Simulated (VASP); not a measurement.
HgTe (Coloradoite):

```
CELL_PARAMETERS angstrom
0.00000 3.21450 3.21450
3.21450 0.00000 3.21450
3.21450 3.21450 0.00000
ATOMIC_POSITIONS crystal
Hg 0.00000 0.00000 0.00000
Te 0.75000 0.75000 0.75000
```

* Program: VASP 6.6.1
* Task: relaxation of cell and atoms
* Functional: r2SCAN
* Potentials or basis: VASP PAW PBE potentials, release 64 (Hg, Te)
* Cutoff: 600 eV
* k mesh: 6 × 6 × 6
* Occupations: fermi-dirac, width 0.05 eV
* Spin: no spin polarisation

At the start: pressure 3.3 GPa; volume 33.22 Å³/atom.

Where does the relaxation end?

Over 3 steps the energy falls by 23.2 meV/atom and the volume is 35.60 Å³/atom (+7.2 %); space group F-43m (No. 216, to 0.05 Å).

The path:
| step | energy change (eV) | largest force (eV/Å) | pressure (GPa) | volume (Å³) |
| --- | --- | --- | --- | --- |
| 1 | 0.0000 | 0.0000 | 3.33 | 66.43 |
| 2 | -0.0392 | 0.0000 | -1.06 | 73.29 |
| 3 | -0.0463 | 0.0000 | 0.01 | 71.21 |

Final structure:
```
CELL_PARAMETERS angstrom
0.00000 3.28975 3.28975
3.28975 0.00000 3.28975
3.28975 3.28975 0.00000
ATOMIC_POSITIONS crystal
Hg 0.00000 0.00000 0.00000
Te 0.75000 0.75000 0.75000
```

Caveat: the PAW data sets were made with another functional, which shifts forces and pressure a little.
